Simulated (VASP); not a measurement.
# HgTe (Coloradoite) (F-43m) in VASP: notebook

The runs below take HgTe (Coloradoite) through relaxation of cell and atoms, with PBEsol, PBE.

Everything below comes from runs of VASP 6.6.1. Logs are shortened: lines on timing, memory, paths and dates and some standing lists are left out, and cuts for length are marked.

### 1 The structure

The structure is cubic, space group F-43m (No. 216). Conventional cell: a = 6.516 Å, b = 6.516 Å, c = 6.516 Å, α = 90.00°, β = 90.00°, γ = 90.00°. Hg (site symmetry -43m) is surrounded by 4 Te at 2.82 Å. Te (site symmetry -43m) has 4 Hg at 2.82 Å as nearest neighbours.

### 2 Relaxation of cell and atoms, PBEsol

File INCAR:

```
SYSTEM = HgTe
  PREC = Accurate
  ENCUT = 600
  EDIFF = 1E-7
  ISMEAR = 0
  SIGMA = 0.03
  LREAL = .False.
  LASPH = .True.
  NELM = 80
  ALGO = Normal
  ISIF = 3
  LWAVE = .False.
  LCHARG = .False.
  GGA = PS
  IBRION = 2
  NSW = 90
  EDIFFG = -0.005
```

File KPOINTS:

```
regular mesh
0
Gamma
  10 10 10
  0 0 0
```

File POSCAR:

```
HgTe                                    
1.0
    0.0000000000      3.2580088205      3.2580088205
    3.2580088205     -0.0000000000      3.2580088205
    3.2580088205      3.2580088205     -0.0000000000
  Hg              Te            
     1     1
Direct
     0.0000000000000000    0.0000000000000000    0.0000000000000000
     0.2500000000000000    0.2500000000000000    0.2500000000000000
```

Potentials or basis: VASP PAW PBE potentials, release 64 (Hg, Te).

Launch:

```sh
cat potpaw_PBE.64/Hg/POTCAR potpaw_PBE.64/Te/POTCAR > POTCAR
mpirun -np 1 vasp_std > vasp.out
```

OUTCAR:

```text
SYSTEM = HgTe
   PREC = Accurate
   ENCUT = 600
   EDIFF = 1E-7
   ISMEAR = 0
   LREAL = .False.
   LASPH = .True.
   NELM = 80
   ISIF = 3
   GGA = PS
   IBRION = 2
   NSW = 90
   EDIFFG = -0.005

 ion  position               nearest neighbor table
   1  0.000  0.000  0.000-   2 2.82   2 2.82   2 2.82   2 2.82
   2  0.250  0.250  0.250-   1 2.82   1 2.82   1 2.82   1 2.82

  LATTYP: Found a face centered cubic cell.
 ALAT       =     6.5160176410

  Lattice vectors:

 A1 = (   0.0000000000,   3.2580088205,   3.2580088205)
 A2 = (   3.2580088205,   0.0000000000,   3.2580088205)
 A3 = (   3.2580088205,   3.2580088205,   0.0000000000)

Analysis of symmetry for initial positions (statically):
=====================================================================
 Subroutine PRICEL returns:
 Original cell was already a primitive cell.

 Routine SETGRP: Setting up the symmetry group for a
 face centered cubic supercell.

 Subroutine GETGRP returns: Found 24 space group operations
 (whereof 24 operations were pure point group operations)
 out of a pool of 48 trial point group operations.

The static configuration has the point symmetry T_d .

Analysis of symmetry for dynamics (positions and initial velocities):
=====================================================================
 Subroutine PRICEL returns:
 Original cell was already a primitive cell.

 Routine SETGRP: Setting up the symmetry group for a
 face centered cubic supercell.

 Subroutine GETGRP returns: Found 24 space group operations
 (whereof 24 operations were pure point group operations)
 out of a pool of 48 trial point group operations.

The dynamic configuration has the point symmetry T_d .

 Subroutine INISYM returns: Found 24 space group operations
 (whereof 24 operations are pure point group operations),
 and found     1 'primitive' translations

----------------------------------------------------------------------------------------

                                     Primitive cell

  volume of cell :      69.1651

  direct lattice vectors                    reciprocal lattice vectors
     0.000000000  3.258008821  3.258008821    -0.153467970  0.153467970  0.153467970
     3.258008821  0.000000000  3.258008821     0.153467970 -0.153467970  0.153467970
     3.258008821  3.258008821  0.000000000     0.153467970  0.153467970 -0.153467970

  length of vectors
     4.607520260  4.607520260  4.607520260     0.265814321  0.265814321  0.265814321

  position of ions in fractional coordinates (direct lattice)
     0.000000000  0.000000000  0.000000000
     0.250000000  0.250000000  0.250000000

  ion indices of the primitive-cell ions
   primitive index   ion index
                 1           1
                 2           2

----------------------------------------------------------------------------------------

 KPOINTS: regular mesh

Automatic generation of k-mesh.
 Grid dimensions read from file:
 generate k-points for:   10   10   10

 Generating k-lattice:

  Cartesian coordinates                     Fractional coordinates (reciprocal lattice)
    -0.015346797  0.015346797  0.015346797     0.100000000  0.000000000  0.000000000
     0.015346797 -0.015346797  0.015346797     0.000000000  0.100000000  0.000000000
     0.015346797  0.015346797 -0.015346797     0.000000000  0.000000000  0.100000000

  Length of vectors
     0.026581432  0.026581432  0.026581432

  Shift w.r.t. Gamma in fractional coordinates (k-lattice)
     0.000000000  0.000000000  0.000000000

 Subroutine IBZKPT returns following result:
 ===========================================

 Found     47 irreducible k-points:

 Following reciprocal coordinates:
            Coordinates               Weight
  0.000000  0.000000  0.000000      1.000000
  0.100000  0.000000  0.000000      8.000000
  0.200000  0.000000  0.000000      8.000000
  0.300000  0.000000  0.000000      8.000000
  0.400000  0.000000  0.000000      8.000000
  0.500000  0.000000  0.000000      4.000000
[... 16 lines left out ...]
  0.300000  0.300000  0.000000      6.000000
  0.400000  0.300000  0.000000     24.000000
 [... further k-points ...]
   k-points           NKPTS =     47   k-points in BZ     NKDIM =     47   number of bands    NBANDS=     13
   number of dos      NEDOS =    301   number of ions     NIONS =      2
   total plane-waves  NPLWV =  64000
   dimension x,y,z NGX =    40 NGY =   40 NGZ =   40
   dimension x,y,z NGXF=    80 NGYF=   80 NGZF=   80
   ions per type =               1   1
   NGX,Y,Z   is equivalent  to a cutoff of  14.43, 14.43, 14.43 a.u.
   NGXF,Y,Z  is equivalent  to a cutoff of  28.87, 28.87, 28.87 a.u.
 SYSTEM =  HgTe
   PREC   = accura    normal or accurate (medium, high low for compatibility)
   ISTART =      0    job   : 0-new  1-cont  2-samecut
   ICHARG =      2    charge: 1-file 2-atom 10-const
   ISPIN  =      1    spin polarized calculation?
   LNONCOLLINEAR =      F non collinear calculations
   LSORBIT =      F    spin-orbit coupling
   LASPH  =      T    aspherical Exc in radial PAW
   ENCUT  =  600.0 eV  44.10 Ry    6.64 a.u.   9.20  9.20  9.20*2*pi/ulx,y,z
   NELM   =     80;   NELMIN=  2; NELMDL= -5     # of ELM steps
   EDIFF  = 0.1E-06   stopping-criterion for ELM
   LREAL  =      F    real-space projection
   EDIFFG = -.5E-02   stopping-criterion for IOM
   NSW    =     90    number of steps for IOM
   IBRION =      2    ionic relax: 0-MD 1-quasi-New 2-CG
   NFREE  =      1    steps in history (QN), initial steepest desc. (CG)
   ISIF   =      3    stress and relaxation
   ISYM   =      2    0-nonsym 1-usesym 2-fastsym
   POTIM  = 0.5000    time-step for ionic-motion
   TEBEG  =    0.0;   TEEND  =   0.0 temperature during run
   PSTRESS=    0.0 pullay stress
   NELECT =      18.0000    total number of electrons
   NUPDOWN=      -1.0000    fix difference up-down
   EMIN   =  10.00;   EMAX   =-10.00  energy-range for DOS
   EFERMI =   0.00;   METHOD = LEGACY
   ISMEAR =     0;   SIGMA  =   0.03  broadening in eV -4-tet -1-fermi 0-gaus
   EFERMI_NEDOS =   21; number of points for ismear=-14 and -15
   IALGO  =     38    algorithm
   IMIX   =      4    mixing-type and parameters
     AMIX     =   0.40;   BMIX     =  1.00
     AMIX_MAG =   1.60;   BMIX_MAG =  1.00
  volume/ion in A,a.u.               =      34.58       233.37
  Fermi-wavevector in a.u.,A,eV,Ry     =   1.045210  1.975160 14.863864  1.092463
  Thomas-Fermi vector in A             =   2.179996
   LORBIT       =      0    0 simple, 1 ext, 2 COOP (PROOUT), +10 PAW based schemes
   GGA     = PS    functional components
   LHFCALC =     F    Hartree Fock is set to
   AEXX    =    0.0000 exact exchange contribution
   IVDW    =     0    specifies the selected vdW correction
   LEPSILON=     F    determine dielectric tensor
   LRPA    =     F    only Hartree local field effects (RPA)
 conjugate gradient relaxation of ions
 non-spin polarized calculation
 Gauss-broadening in eV      SIGMA  =   0.03
  energy-cutoff  :      600.00
  volume of cell :       69.17
 maximum number of plane-waves:      2334
 NGX is ok and might be reduce to    40
   NGX = 19   NGY = 19   NGZ = 19

 number of electron      17.9999999 magnetization

 Free energy of the ion-electron system (eV)
  ---------------------------------------------------
  ext. energy  EPLUGINS =         0.00000000
  ---------------------------------------------------
  free energy    TOTEN  =        -4.37671162 eV

  energy without entropy =       -4.37666535  energy(sigma->0) =       -4.37668848

 E-fermi :   2.7098     XC(G=0):  -8.8278

 val. band max:        2.7006860779   @ k =   0.0000   0.0000   0.0000
 cond. band min:       3.1798504311   @ k =   0.1000   0.0000   0.0000
 fundamental gap:      0.4791643532
 Fermi energy:         2.7098231673

 k-point     1 :       0.0000    0.0000    0.0000
  band No.  band energies     occupation
      1      -9.1523      2.00000
      2      -4.5061      2.00000
      3      -4.5061      2.00000
      4      -4.5061      2.00000
      5      -3.9992      2.00000
      6      -3.9992      2.00000
      7       1.8397      2.00000
      8       2.7007      1.33333
      9       2.7007      1.33333
     10       2.7007      1.33333
     11       6.9245      0.00000
     12       6.9245      0.00000
     13       6.9245      0.00000

 k-point     2 :       0.1000    0.0000    0.0000
  band No.  band energies     occupation
      1      -9.1043      2.00000
      2      -4.4927      2.00000
      3      -4.4927      2.00000
      4      -4.4891      2.00000
      5      -4.0006      2.00000
      6      -4.0006      2.00000
      7       1.0861      2.00000
      8       2.5895      2.00000
      9       2.5895      2.00000
     10       3.1799      0.00000
     11       6.8033      0.00000
     12       7.0755      0.00000
     13       7.0755      0.00000

 k-point     3 :       0.2000    0.0000    0.0000
  band No.  band energies     occupation
      1      -8.9744      2.00000
      2      -4.4591      2.00000
      3      -4.4591      2.00000
      4      -4.4208      2.00000
      5      -4.0018      2.00000
      6      -4.0018      2.00000
      7      -0.0681      2.00000
      8       2.3262      2.00000
      9       2.3262      2.00000
     10       3.4907      0.00000
     11       7.1034      0.00000
     12       7.3986      0.00000
     13       7.3986      0.00000

 k-point     4 :       0.3000    0.0000    0.0000
  band No.  band energies     occupation
      1      -8.8053      2.00000
      2      -4.4219      2.00000
      3      -4.4219      2.00000
      4      -4.2569      2.00000
      5      -3.9966      2.00000
      6      -3.9966      2.00000
      7      -1.2129      2.00000
      8       2.0396      2.00000
      9       2.0396      2.00000
     10       3.4689      0.00000
     11       7.6375      0.00000
     12       7.6375      0.00000
     13       8.0277      0.00000

 k-point     5 :       0.4000    0.0000    0.0000
  band No.  band energies     occupation
      1      -8.6610      2.00000
      2      -4.3967      2.00000
      3      -4.3967      2.00000
      4      -3.9856      2.00000
      5      -3.9856      2.00000
      6      -3.9630      2.00000
      7      -2.1860      2.00000
      8       1.8290      2.00000
      9       1.8290      2.00000
     10       3.3765      0.00000
     11       7.7033      0.00000
     12       7.7033      0.00000
     13       9.0929      0.00000
[... 257 lines left out ...]
 k-point    22 :      -0.2000    0.2000    0.0000
  band No.  band energies     occupation
      1      -8.7465      2.00000
      2      -4.4030      2.00000
      3      -4.3858      2.00000
      4      -4.2459      2.00000
      5      -4.0208      2.00000
      6      -3.9654      2.00000
      7      -1.1983      2.00000
      8       0.8263      2.00000
      9       2.0711      2.00000
     10       4.4516      0.00000
     11       7.2713      0.00000
     12       7.7817      0.00000
     13       7.8224      0.00000

 k-point    23 :       0.3000    0.3000    0.0000
  band No.  band energies     occupation
      1      -8.6859      2.00000
      2      -4.3970      2.00000
      3      -4.3088      2.00000
      4      -4.3088      2.00000
      5      -3.9999      2.00000
      6      -3.9602      2.00000
      7      -1.2077      2.00000
      8       1.1270      2.00000
      9       1.1270      2.00000
     10       4.6336      0.00000
     11       5.5339      0.00000
     12       9.4346      0.00000
     13       9.4360      0.00000

 k-point    24 :       0.4000    0.3000    0.0000
  band No.  band energies     occupation
      1      -8.5701      2.00000
      2      -4.3579      2.00000
      3      -4.2673      2.00000
      4      -4.2393      2.00000
      5      -3.9546      2.00000
      6      -3.9090      2.00000
      7      -1.7830      2.00000
      8       0.7336      2.00000
      9       0.9184      2.00000
     10       4.7342      0.00000
     11       5.6466      0.00000
     12       9.0659      0.00000
     13       9.8169      0.00000

 [... further k-points ...]

------------------------ aborting loop because EDIFF is reached ----------------------------------------

  FORCE on cell =-STRESS in cart. coord.  units (eV):
  Direction    XX          YY          ZZ          XY          YZ          ZX
  --------------------------------------------------------------------------------------
  -------------------------------------------------------------------------------------
  Total        0.0011709      0.0011709      0.0011709      0.0000000      0.0000000      0.0000000
  in kB        0.0271235      0.0271235      0.0271235      0.0000000      0.0000000      0.0000000
  external PRESSURE =       0.0271235 kB  Pullay stress =       0.0000000 kB

 VOLUME and BASIS-vectors are now :
 -----------------------------------------------------------------------------
  energy-cutoff  :      600.00
  volume of cell :       69.17
      direct lattice vectors                 reciprocal lattice vectors
     0.000000000  3.258008821  3.258008821    -0.153467970  0.153467970  0.153467970
     3.258008821  0.000000000  3.258008821     0.153467970 -0.153467970  0.153467970
     3.258008821  3.258008821  0.000000000     0.153467970  0.153467970 -0.153467970

 POSITION                                       TOTAL-FORCE (eV/Angst)
 -----------------------------------------------------------------------------------
      0.00000      0.00000      0.00000        -0.000000     -0.000000      0.000000
      1.62900      1.62900      1.62900         0.000000      0.000000     -0.000000
 -----------------------------------------------------------------------------------
    total drift:                                0.000000      0.000000      0.000000

  FREE ENERGIE OF THE ION-ELECTRON SYSTEM (eV)
  ---------------------------------------------------
  free  energy   TOTEN  =        -4.3767116240 eV

  energy  without entropy=       -4.3766653453  energy(sigma->0) =       -4.37668848

 reached required accuracy - stopping structural energy minimisation
```

Run time: 32 s. Hardware: 1 thread of Intel Xeon Platinum 8488C (Sapphire Rapids), shared host; peak memory 0.27 GiB.

What came out:

```yaml
Free_energy: -4.3767 eV
Pressure_after_relaxing: 0.0 GPa
Band_gap_on_the_k_mesh: none (metal or under the smearing width)
```

Final structure:
```
Hg Te
1.0
     0.00000    3.25801    3.25801
     3.25801    0.00000    3.25801
     3.25801    3.25801    0.00000
Hg Te
1 1
Direct
  0.00000 0.00000 0.00000
  0.25000 0.25000 0.25000
```

Levels at points of the mesh, in eV from the Fermi level:
| k point | band 7 | band 8 | band 9 | band 10 | band 11 | band 12 |
| --- | --- | --- | --- | --- | --- | --- |
| (0.00, 0.00, 0.00) | -0.87 | -0.01 | -0.01 | -0.01 | 4.21 | 4.21 |
| (0.50, 0.00, 0.00) | -5.39 | -0.96 | -0.96 | 0.63 | 4.99 | 4.99 |
| (0.50, 0.50, 0.00) | -5.35 | -2.20 | -2.20 | 1.84 | 2.43 | 8.00 |

Caveat: the relaxation stopped at its first step, so nothing moved; the PAW data sets were made with another functional, which shifts forces and pressure a little.

(Part 1 of 2 ends here.)
